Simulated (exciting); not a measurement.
## Al2Pt: band structure with PBE+TS

Al2Pt:

```
CELL_PARAMETERS angstrom
0.00000 3.18318 3.18318
3.18318 0.00000 3.18318
3.18318 3.18318 0.00000
ATOMIC_POSITIONS crystal
Pt 0.00000 0.00000 0.00000
Al 0.75000 0.75000 0.75000
Al 0.25000 0.25000 0.25000
```

The cell isn't the ideal one: volume scaled by 1.25.

```json
{
  "Program": "exciting (release sodium)",
  "Task": "band structure",
  "Functional": "PBE",
  "Dispersion": "TS",
  "Potentials or basis": "all-electron LAPW+lo, shipped species files, valence relativity iora*",
  "rgkmax": "6.8",
  "k mesh": "6 × 6 × 6",
  "Occupations": "gaussian, width 0.0272 eV",
  "Spin": "spin-orbit coupling, no magnetisation",
  "outputlevel": "normal",
  "gmaxvr (cutoff of density and potential)": "14 1/bohr",
  "lmaxapw (and lmaxmat)": "10",
  "lmaxvr": "8",
  "nempty": "60",
  "Valence relativity": "iora*",
  "epsengy": "1e-05 Ha",
  "epspot": "1e-05 Ha",
  "maxscl": "60",
  "Muffin-tin radii": "Pt 2.3, Al 2.0 bohr"
}
```

| Property | Result |
| --- | --- |
| Band gap on the k mesh | none (metal or under the smearing width) |
| All electrons inside the program's atomic spheres | Pt 75.74; Al 10.76 (radii Pt 2.3, Al 2.0 bohr) |
| Dispersion energy per atom | -0.411 eV |

Levels at the corners of the path, in eV from the Fermi level:
```tsv
point	band 44	band 45	band 46	band 47	band 48	band 49	band 50	band 51	band 52	band 53
Γ	-2.85	1.34	1.34	2.89	2.89	3.91	3.91	3.91	3.91	4.10
X	-2.59	-2.43	-2.43	-1.37	-1.37	-1.10	-1.10	1.72	1.72	3.01
W	-3.08	-2.24	-2.24	-2.15	-2.15	-0.77	-0.77	4.09	4.09	4.20
K	-3.06	-2.46	-2.46	-1.67	-1.67	-0.46	-0.46	2.36	2.36	4.68
Γ	-2.85	1.34	1.34	2.89	2.89	3.91	3.91	3.91	3.91	4.10
L	-2.63	-2.52	-2.52	0.78	0.78	1.16	1.16	3.21	3.21	3.43
U	-3.06	-2.46	-2.46	-1.67	-1.67	-0.46	-0.46	2.36	2.36	4.68
W	-3.08	-2.24	-2.24	-2.15	-2.15	-0.77	-0.77	4.09	4.09	4.20
L	-2.63	-2.52	-2.52	0.78	0.78	1.16	1.16	3.21	3.21	3.43
K	-3.06	-2.46	-2.46	-1.67	-1.67	-0.46	-0.46	2.36	2.36	4.68
U	-3.06	-2.46	-2.46	-1.67	-1.67	-0.46	-0.46	2.36	2.36	4.68
X	-2.59	-2.43	-2.43	-1.37	-1.37	-1.10	-1.10	1.72	1.72	3.01
```

It took 11 min on 1 thread of AMD EPYC 7R43 64-Core Processor (Zen 3) (shared host), peak memory 0.23 GiB.

Caveat: total energies with spin-orbit coupling aren't reliable in this program, so none is listed and the log's shouldn't be used; the dispersion energy is computed afterwards and isn't part of the total energy.
